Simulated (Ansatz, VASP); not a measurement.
# SnTe2 in two plane-wave programs, part 2 of 2

One calculation is typed for both programs; each brings its own data sets. How far apart do they land? The cell is generated by rule, not measured, and may not be a known phase. The cell is taken from a series of runs on this material, whose earlier steps may have relaxed, scaled, displaced or heated it; both programs get it as it stands.

VASP 6.6.1 and Ansatz 0.2.0.

So far: The structure; VASP: zone-centre phonons, PBE.

### Step 2. VASP: zone-centre phonons, PBE (continued)

Level of this step: PBE; plane waves and PAW (Sn_d, Te); invented cell (VASP).

Numbers of over 12 decimals in the logs are rounded to 6 here.

Parts of OUTCAR (step 2):

```text
ion  position               nearest neighbor table
   1  0.000  0.000  0.000-   3 2.83   4 2.83   3 2.83   4 2.83
   2  0.500  0.500  0.500-   5 2.83   6 2.83   6 2.83   5 2.83
   3  0.000  0.500  0.848-   1 2.83   1 2.83
   4  0.500  0.000  0.152-   1 2.83   1 2.83
   5  0.000  0.500  0.348-   2 2.83   2 2.83
   6  0.500  0.000  0.652-   2 2.83   2 2.83

  LATTYP: Found a simple tetragonal cell.
 ALAT       =     4.3635758911
 C/A-ratio  =     2.7229746861

 Subroutine GETGRP returns: Found 16 space group operations
 (whereof  8 operations were pure point group operations)

The static configuration has the point symmetry D_2d.
 The point group associated with its full space group is D_4h.

 Found     45 irreducible k-points:

   k-points           NKPTS =     45   k-points in BZ     NKDIM =     45   number of bands    NBANDS=     32

   dimension x,y,z NGX =    32 NGY =   32 NGZ =   90
   dimension x,y,z NGXF=    64 NGYF=   64 NGZF=  180

   ENCUT  =  500.0 eV  36.75 Ry    6.06 a.u.   7.96  7.96 21.66*2*pi/ulx,y,z

   NELECT =      52.0000    total number of electrons

 k-points in reciprocal lattice and weights: Automatic mesh
   0.00000000  0.00000000  0.00000000       0.004
   0.12500000  0.00000000  0.00000000       0.016
   0.25000000  0.00000000  0.00000000       0.016
   0.37500000  0.00000000  0.00000000       0.016
   0.50000000  0.00000000  0.00000000       0.008
   0.12500000  0.12500000  0.00000000       0.016
   0.25000000  0.12500000  0.00000000       0.031
   0.37500000  0.12500000  0.00000000       0.031
   0.50000000  0.12500000  0.00000000       0.016
[...]
0.50000000  0.37500000  0.50000000       0.016
   0.50000000  0.50000000  0.50000000       0.004

 average (electrostatic) potential at core
       1-103.0056       2-103.0056       3 -89.7838       4 -89.7838       5 -89.7838
       6 -89.7838

 Eigenvectors and eigenvalues of the dynamical matrix
 ----------------------------------------------------

   1 f  =    5.852176 THz    36.770309 2PiTHz  195.207594 cm-1    24.202646 meV
             X         Y         Z           dx          dy          dz
      0.000000  0.000000  0.000000    -0.000000   -0.000000   -0.584018
      2.181788  2.181788  5.940953     0.000000    0.000000   -0.584018
      0.000000  2.181788 10.074770     0.000000    0.000000    0.281889
      2.181788  0.000000  1.807137     0.000000    0.000000    0.281889
      0.000000  2.181788  4.133816    -0.000000   -0.000000    0.281889
      2.181788  0.000000  7.748090    -0.000000   -0.000000    0.281889

   2 f  =    5.536538 THz    34.787092 2PiTHz  184.679017 cm-1    22.897270 meV
             X         Y         Z           dx          dy          dz
      0.000000  0.000000  0.000000    -0.000000    0.000000   -0.600342
      2.181788  2.181788  5.940953     0.000000   -0.000000    0.600342
      0.000000  2.181788 10.074770     0.000000   -0.000000    0.264187
      2.181788  0.000000  1.807137     0.000000   -0.000000    0.264187
      0.000000  2.181788  4.133816    -0.000000   -0.000000   -0.264187
      2.181788  0.000000  7.748090    -0.000000    0.000000   -0.264187

   3 f  =    4.592771 THz    28.857230 2PiTHz  153.198342 cm-1    18.994165 meV
             X         Y         Z           dx          dy          dz
      0.000000  0.000000  0.000000    -0.046592    0.488163   -0.000000
      2.181788  2.181788  5.940953     0.046592   -0.488163    0.000000
      0.000000  2.181788 10.074770     0.004145   -0.505269   -0.000000
      2.181788  0.000000  1.807137     0.048225   -0.043429   -0.000000
      0.000000  2.181788  4.133816    -0.048225    0.043429    0.000000
      2.181788  0.000000  7.748090    -0.004145    0.505269    0.000000

   4 f  =    4.592771 THz    28.857230 2PiTHz  153.198342 cm-1    18.994165 meV
             X         Y         Z           dx          dy          dz
      0.000000  0.000000  0.000000     0.488163    0.046592    0.000000
      2.181788  2.181788  5.940953    -0.488163   -0.046592    0.000000
      0.000000  2.181788 10.074770    -0.043429   -0.048225    0.000000
      2.181788  0.000000  1.807137    -0.505269   -0.004145    0.000000
      0.000000  2.181788  4.133816     0.505269    0.004145    0.000000
      2.181788  0.000000  7.748090     0.043429    0.048225    0.000000

   5 f  =    4.380208 THz    27.521658 2PiTHz  146.108011 cm-1    18.115076 meV
             X         Y         Z           dx          dy          dz
      0.000000  0.000000  0.000000     0.334897   -0.384282    0.000000
      2.181788  2.181788  5.940953     0.334897   -0.384282    0.000000
      0.000000  2.181788 10.074770    -0.002512    0.369448    0.000000
      2.181788  0.000000  1.807137    -0.321970    0.002883    0.000000
      0.000000  2.181788  4.133816    -0.321970    0.002883   -0.000000
      2.181788  0.000000  7.748090    -0.002512    0.369448    0.000000

   6 f  =    4.380208 THz    27.521658 2PiTHz  146.108011 cm-1    18.115076 meV
             X         Y         Z           dx          dy          dz
      0.000000  0.000000  0.000000     0.384282    0.334897   -0.000000
      2.181788  2.181788  5.940953     0.384282    0.334897   -0.000000
      0.000000  2.181788 10.074770    -0.002883   -0.321970   -0.000000
      2.181788  0.000000  1.807137    -0.369448   -0.002512   -0.000000
      0.000000  2.181788  4.133816    -0.369448   -0.002512    0.000000
      2.181788  0.000000  7.748090    -0.002883   -0.321970   -0.000000

   7 f  =    3.624631 THz    22.774230 2PiTHz  120.904684 cm-1    14.990264 meV
             X         Y         Z           dx          dy          dz
      0.000000  0.000000  0.000000    -0.000000    0.000000    0.000000
      2.181788  2.181788  5.940953    -0.000000    0.000000   -0.000000
      0.000000  2.181788 10.074770    -0.000000   -0.000000    0.500000
      2.181788  0.000000  1.807137     0.000000    0.000000   -0.500000
      0.000000  2.181788  4.133816     0.000000   -0.000000   -0.500000
      2.181788  0.000000  7.748090     0.000000   -0.000000    0.500000

   8 f  =    3.342985 THz    21.004595 2PiTHz  111.509981 cm-1    13.825469 meV
             X         Y         Z           dx          dy          dz
      0.000000  0.000000  0.000000     0.000000    0.000000    0.000000
      2.181788  2.181788  5.940953     0.000000    0.000000   -0.000000
      0.000000  2.181788 10.074770     0.000000    0.000000   -0.500000
      2.181788  0.000000  1.807137    -0.000000    0.000000    0.500000
      0.000000  2.181788  4.133816     0.000000    0.000000   -0.500000
      2.181788  0.000000  7.748090    -0.000000    0.000000    0.500000

   9 f  =    1.302088 THz     8.181259 2PiTHz   43.432973 cm-1     5.385000 meV
             X         Y         Z           dx          dy          dz
      0.000000  0.000000  0.000000    -0.189900    0.235269   -0.000000
      2.181788  2.181788  5.940953     0.189900   -0.235269   -0.000000
      0.000000  2.181788 10.074770     0.340482    0.263561    0.000000
      2.181788  0.000000  1.807137    -0.212736   -0.421826   -0.000000
      0.000000  2.181788  4.133816     0.212736    0.421826   -0.000000
      2.181788  0.000000  7.748090    -0.340482   -0.263561   -0.000000

  10 f  =    1.302088 THz     8.181259 2PiTHz   43.432973 cm-1     5.385000 meV
             X         Y         Z           dx          dy          dz
      0.000000  0.000000  0.000000    -0.235269   -0.189900    0.000000
      2.181788  2.181788  5.940953     0.235269    0.189900    0.000000
      0.000000  2.181788 10.074770     0.421826   -0.212736    0.000000
      2.181788  0.000000  1.807137    -0.263561    0.340482    0.000000
      0.000000  2.181788  4.133816     0.263561   -0.340482    0.000000
      2.181788  0.000000  7.748090    -0.421826    0.212736    0.000000

  11 f  =    0.869236 THz     5.461572 2PiTHz   28.994599 cm-1     3.594870 meV
             X         Y         Z           dx          dy          dz
      0.000000  0.000000  0.000000    -0.000000   -0.000000   -0.373617
      2.181788  2.181788  5.940953    -0.000000    0.000000    0.373617
      0.000000  2.181788 10.074770     0.000000    0.000000   -0.424506
      2.181788  0.000000  1.807137    -0.000000    0.000000   -0.424506
      0.000000  2.181788  4.133816    -0.000000   -0.000000    0.424506
      2.181788  0.000000  7.748090     0.000000   -0.000000    0.424506

  12 f  =    0.786024 THz     4.938734 2PiTHz   26.218936 cm-1     3.250732 meV
             X         Y         Z           dx          dy          dz
      0.000000  0.000000  0.000000    -0.094614    0.254988    0.000000
      2.181788  2.181788  5.940953    -0.094614    0.254988   -0.000000
      0.000000  2.181788 10.074770     0.203854    0.269513    0.000000
      2.181788  0.000000  1.807137    -0.100003   -0.549395    0.000000
      0.000000  2.181788  4.133816    -0.100003   -0.549395   -0.000000
      2.181788  0.000000  7.748090     0.203854    0.269513   -0.000000

  13 f  =    0.786024 THz     4.938734 2PiTHz   26.218936 cm-1     3.250732 meV
             X         Y         Z           dx          dy          dz
      0.000000  0.000000  0.000000    -0.254988   -0.094614    0.000000
      2.181788  2.181788  5.940953    -0.254988   -0.094614   -0.000000
      0.000000  2.181788 10.074770     0.549395   -0.100003    0.000000
      2.181788  0.000000  1.807137    -0.269513    0.203854    0.000000
      0.000000  2.181788  4.133816    -0.269513    0.203854   -0.000000
      2.181788  0.000000  7.748090     0.549395   -0.100003   -0.000000
    [... 43 further lines ...]
      0.000000  2.181788  4.133816    -0.403394    0.113113    0.000000
      2.181788  0.000000  7.748090    -0.379210    0.120327    0.000000

 ELASTIC MODULI CONTR FROM IONIC RELAXATION (kBar)
 Direction    XX          YY          ZZ          XY          YZ          ZX
 --------------------------------------------------------------------------------
 XX        -173.0730     78.7821   -156.6046      0.0000     -0.0000     -0.0000
 YY          78.7821   -173.0730   -156.6046      0.0000      0.0000      0.0000
 ZZ        -156.6046   -156.6046   -520.1986      0.0000      0.0000      0.0000
 XY           0.0000      0.0000      0.0000      0.0000      0.0000      0.0000
 YZ          -0.0000      0.0000      0.0000      0.0000   -407.4266     -0.0000
 ZX          -0.0000      0.0000      0.0000      0.0000     -0.0000   -291.5978
 --------------------------------------------------------------------------------
```

### Step 3. Ansatz: zone-centre phonons, PBE

Ansatz runs on its default PAW (the set named soft_2) files.

The same cell, functional, mesh and smearing now go to Ansatz, which takes its cutoff from its data sets.

Contents of input.yaml:

```yaml
crystal:
  lattice:
    - [4.3635758911, 0.0, 0.0]
    - [0.0, 4.3635758911, 0.0]
    - [0.0, 0.0, 11.8819066923]
  atoms:
    - { symbol: Sn, position: [0.0, 0.0, 0.0] }
    - { symbol: Sn, position: [0.5, 0.5, 0.5] }
    - { symbol: Te, position: [0.0, 0.5, 0.8479085047] }
    - { symbol: Te, position: [0.5, 0.0, 0.1520914953] }
    - { symbol: Te, position: [0.0, 0.5, 0.3479085047] }
    - { symbol: Te, position: [0.5, 0.0, 0.6520914953] }
kpoints:
  mp_grid: { grid: [8, 8, 4] }
hamiltonian:
  xc: pbe
scf:
  occupations: { method: methfessel_paxton, width: 0.2 }
output:
  eigenvalues: true
phonons:
  method: dfpt
```

Command:

```console
ansatz run input.yaml --threads 4 --pin off --max-ram 7168MiB --backend cpu --events-out ev --progress --plain --runs-dir out
```

The program printed:

```text
zone centre: on kpoints.mp_grid the ground state, and the responses unless they are solved on pairs of k-points, stand on 75 of the mesh's 256 k-points, reduced under 4 symmetry operations, with k and −k counted as one. Each operation leaves every solved displacement unchanged or reverses it
Engine: ansatz 0.2.0, aarch64-unknown-linux-gnu
Pseudopotentials: kind: paw
Pseudopotential: Sn, paw, valence charge 14, recommended cutoff 420 eV (normal), Sn.paw.azcp
Pseudopotential: Te, paw, valence charge 16, recommended cutoff 420 eV (normal), Te.paw.azcp
Functional definition: PBE
  parameter kappa = 0.804
  parameter beta = 0.066725
  exchange = pbe_x(kappa = kappa, mu = beta*pi^2/3)
  correlation = pbe_c(beta = beta)
Crystal: 6 atoms, lattice volume = 226.241 Å³
Basis set: ecut = 420 eV, 4415 PW (Γ), exchange–correlation on 60×60×160 points (8 copies of the dense FFT grid, shifted against one another)
Bands: 56, of which v1, the nominal top of the filled ones, is band 46 counted from 1 (45 counted from 0)
Symmetry: 16 space group operations
k-points: 75 of 256 (irreducible under 4 space group operations, time reversal used)
Non-local potential: Sn, projectors of the file, l = 0: 2, l = 1: 2, l = 2: 2, l = 3: 2
Non-local potential: Te, projectors of the file, l = 0: 2, l = 1: 2, l = 2: 2, l = 3: 2
PAW form: soft (Blöchl's): semilocal exchange-correlation on the pseudo side does not see the compensation charge
PAW one-centre angular grid: Sn, 590 points (default); XC on 64 Gauss nodes
PAW one-centre angular grid: Te, 590 points (default); XC on 64 Gauss nodes
Initial density: superposition of atomic densities (neutral atoms: chi_scale 0, normalization atom), corrected by the library's trained network
Initial wavefunctions: pseudopotential atomic-orbital guess
Functional: x = pbe(κ = 0.804, μ = 0.219515), c = pbe(β = 0.066725)
SCF iter   1: F=—  HF=-39968.753780 eV  |F-HF|=—  |Δ(HF+E_count)|=         —  Δρ=1.27e-3  dr2=6.40e-3  ethr=1.77e-3  ⟨swp⟩=8.0  Hψ=17246  notcnv=0
preconditioner: auto → LDOS  [metal: Δε(μ)=0.011 eV  Ē_g=8.228 eV  σ=0.200 eV  W_gap=0.05  n_scr=56 (ndim 8)  ℏωp=14.0 eV  f_vac=0.056  D(μ)=1.38/eV (n_scr^D=2)  β→1.0]
SCF iter   2: F=—  HF=-39968.755755 eV  |F-HF|=—  |Δ(HF+E_count)|=   1.98e-3  S|Δr|=    0.00e0  Δρ=1.33e-3  dr2=1.01e-2  ethr=6.96e-6  ⟨swp⟩=3.0  Hψ=8827  notcnv=0
SCF iter   3: F=—  HF=-39968.752772 eV  |F-HF|=—  |Δ(HF+E_count)|=   2.98e-3  S|Δr|=    0.00e0  Δρ=3.47e-4  dr2=4.00e-4  ethr=6.96e-6  ⟨swp⟩=2.0  Hψ=7470  notcnv=0
SCF iter   4: F=—  HF=-39968.752671 eV  |F-HF|=—  |Δ(HF+E_count)|=   1.01e-4  S|Δr|=    0.00e0  Δρ=1.08e-4  dr2=6.15e-5  ethr=4.34e-7  ⟨swp⟩=2.0  Hψ=7472  notcnv=0
SCF iter   5: F=—  HF=-39968.752652 eV  |F-HF|=—  |Δ(HF+E_count)|=   1.94e-5  S|Δr|=    0.00e0  Δρ=2.54e-5  dr2=2.78e-6  ethr=6.69e-8  ⟨swp⟩=2.0  Hψ=5970  notcnv=0
SCF iter   6: F=—  HF=-39968.752626 eV  |F-HF|=—  |Δ(HF+E_count)|=   2.55e-5  S|Δr|=    0.00e0  Δρ=4.66e-6  dr2=1.35e-7  ethr=3.02e-9  ⟨swp⟩=2.0  Hψ=7499  notcnv=0
SCF iter   7: F=—  HF=-39968.752626 eV  |F-HF|=—  |Δ(HF+E_count)|=   6.17e-9  S|Δr|=    0.00e0  Δρ=1.28e-6  dr2=3.30e-9  ethr=1.47e-10  ⟨swp⟩=2.8  Hψ=6154  notcnv=0
SCF iter   8: F=—  HF=-39968.752626 eV  |F-HF|=—  |Δ(HF+E_count)|=   2.63e-9  S|Δr|=    0.00e0  Δρ=1.97e-7  dr2=1.17e-10  ethr=3.59e-12  ⟨swp⟩=2.0  Hψ=7477  notcnv=0
SCF iter   9: F=-39968.752626 eV  HF=-39968.752626 eV  |F-HF|=1.46e-11  |Δ(HF+E_count)|=  2.18e-11  S|Δr|=    0.00e0  Δρ=3.39e-8  dr2=2.60e-12  ethr=1.00e-12  ⟨swp⟩=13.1  Hψ=23709  notcnv=0
SCF 1 converged in 9 iterations: F = -39968.752626 eV  dr2 = 2.60e-12
  greatest PAW one-centre occupation: 0.998 electrons in one spin orbital (limit 2), on the Te atom at site 4 (counted from 0), in its partial waves of l = 2
DFPT response loops at Γ: preconditioner auto → Kerker (q_TF=auto, 2.348 Å⁻¹) (partly filled bands, converged f_vac=0.056); β = 1.00, the filter's whole step (`scf.mixing.beta` (0.50) is not read by the response loops under this deck's `scf.mixing.preconditioner`; to damp them name `kerker` or `kerker_dos`, under which they read `scf.mixing.beta`, and type it under 1.00, their step now; both keys bind the ground state too); Broyden in place of MSR1
SCF converged after 9 iterations
Stability not checked: this state was not tested for a lower state beside it, because cold or Methfessel-Paxton smearing, or corrected tetrahedra, fill the levels in a way that the test cannot read (fill_not_monotonic; see scf.lower_state_search)
Free energy (F): -39968.752626 eV
Harris-Foulkes:  -39968.752626 eV  (|F-HF|=1.46e-11)
Internal energy: -39968.756355 eV  (E = F + TS)
E sigma→0 (E₀):  -39968.753558 eV
Entropy (-TS):   0.003729 eV (0.621 meV/atom)
Fermi energy:    6.952373 eV
--- Per-component energies (eV) ---
  E_band       = -1429.181450
  E_kinetic    = 1091.158136
  E_local      = -8046.571950  (includes V_loc(G=0)·N_el)
  E_nonlocal   = -1304.468155
  E_hartree    = 4835.125744
  E_xc         = -1257.901923
  E_vxc        = -602.897736  (∫ρ·V_xc dr)
  E_paw        = -26925.849362  (= ΣΔE_a)
  E_vpaw       = -2236.652555  (= ΣTr[D̂ρ^β])
  E_aug_tail   = -0.000750  (compensation charges beyond the density's cutoff)
  E_ewald      = -8360.248095
  E_smearing   = 0.003729  (= −TS)
  E_closure    = 0.000000  (closes the sum)
  Σ components = -39968.752626   (vs F -39968.752626, Δ=0.00e0)
--- Band table (eV; the first three rows and the last of 75) ---
  k-point 0: bands = [... 42 lower, 5.6412, 5.6739, 6.5461, 6.9639, 6.9639, 7.8866, 8.2036, 8.3397, ... 6 higher]
  k-point 1: bands = [... 42 lower, 5.7709, 5.7709, 6.7777, 6.8533, 6.8533, 7.6295, 8.3023, 8.3596, ... 6 higher]
  k-point 2: bands = [... 42 lower, 5.9134, 5.9134, 6.7225, 6.7225, 7.1960, 7.1960, 8.3675, 8.3675, ... 6 higher]
  k-point 74: bands = [... 42 lower, 4.8588, 4.8588, 4.8789, 4.8789, 7.9208, 7.9208, 9.1509, 9.1509, ... 6 higher]
--- Phonons (Γ-DFPT): 5 representative perturbations + reference, on 75 of 256 k-points (Σ response iterations 16) ---
  k mesh reduced under 4 symmetry operations, with k and −k counted as one. Each operation leaves every solved displacement unchanged or reverses it
  ASR residual: 2.787e-4 → 0.000e0 eV/Å²; symmetrization residual: 3.949e-5 eV/Å²
  ASR residual per site (eV/Å²): 2.79e-4 2.79e-4 1.52e-4 1.52e-4 1.52e-4 1.52e-4
  Γ frequencies (cm⁻¹): 0.00 0.00 0.00 24.23 24.23 26.67 26.67 29.33 43.72 43.72 110.94 120.15 146.22 146.22 153.08 153.08 184.40 194.43
  non-analytic LO–TO correction: not included (Born effective charges unavailable; polar crystals: no LO–TO splitting at Γ)
```

### Step 4. Side by side

Known differences besides the potentials themselves: the data sets hold 92 valence electrons in Ansatz (on its default PAW (the set named soft_2) files) and 52 in VASP; the cutoff is 420 eV in Ansatz and 500 eV in VASP. Total energies have different zeros and are not compared.

Both answers:

| quantity | Ansatz | VASP | difference |
| --- | --- | --- | --- |
| optical mode 1 to 2 (cm⁻¹) | 24.2 | 23.6 | +0.7 |
| optical mode 3 to 4 (cm⁻¹) | 26.7 | 26.2 | +0.5 |
| optical mode 5 (cm⁻¹) | 29.3 | 29.0 | +0.3 |
| optical mode 6 to 7 (cm⁻¹) | 43.7 | 43.4 | +0.3 |
| optical mode 8 (cm⁻¹) | 110.9 | 111.5 | -0.51 % |
| optical mode 9 (cm⁻¹) | 120.2 | 120.9 | -0.62 % |
| optical mode 10 to 11 (cm⁻¹) | 146.2 | 146.1 | +0.08 % |
| optical mode 12 to 13 (cm⁻¹) | 153.1 | 153.2 | -0.08 % |
| optical mode 14 (cm⁻¹) | 184.4 | 184.7 | -0.15 % |
| optical mode 15 (cm⁻¹) | 194.4 | 195.2 | -0.40 % |

Modes are paired by rising frequency, not by their patterns, so a pair may set unlike modes beside each other; they are those without the splitting of longitudinal modes.

### Step 5. What came out

```json
{
 "r.m.s. difference of the optical zone-centre modes, each program's sorted by frequency (zone-centre phonons, PBE)": "0.46 cm⁻¹",
 "difference in optical mode 9 (zone-centre phonons, PBE)": "-0.6 %"
}
```

What this shows: The r.m.s. difference of the optical zone-centre modes, each program's sorted by frequency is 0.46 cm⁻¹ (zone-centre phonons, PBE). The data sets hold unlike numbers of valence electrons (92 in Ansatz and 52 in VASP), so part of the differences comes from the potentials. Among the rows given in per cent, the largest difference of the zone-centre phonons, PBE pair is in optical mode 9, -0.6 %. How closely two codes agree says nothing of how well the functional describes the real material.

[Lines on the potential files, build, host, timing and source positions are cut from VASP's logs without a mark.]

[Logs are printed without paths, hosts, clocks, repeated set-up lines and the standing remarks that a program may print on its own settings, such as how far it seeks lower states.]

[Hosts, paths, dates, database ids (printed as entryN), source tags and the programs' standing remarks are cut or masked in the printed files.]
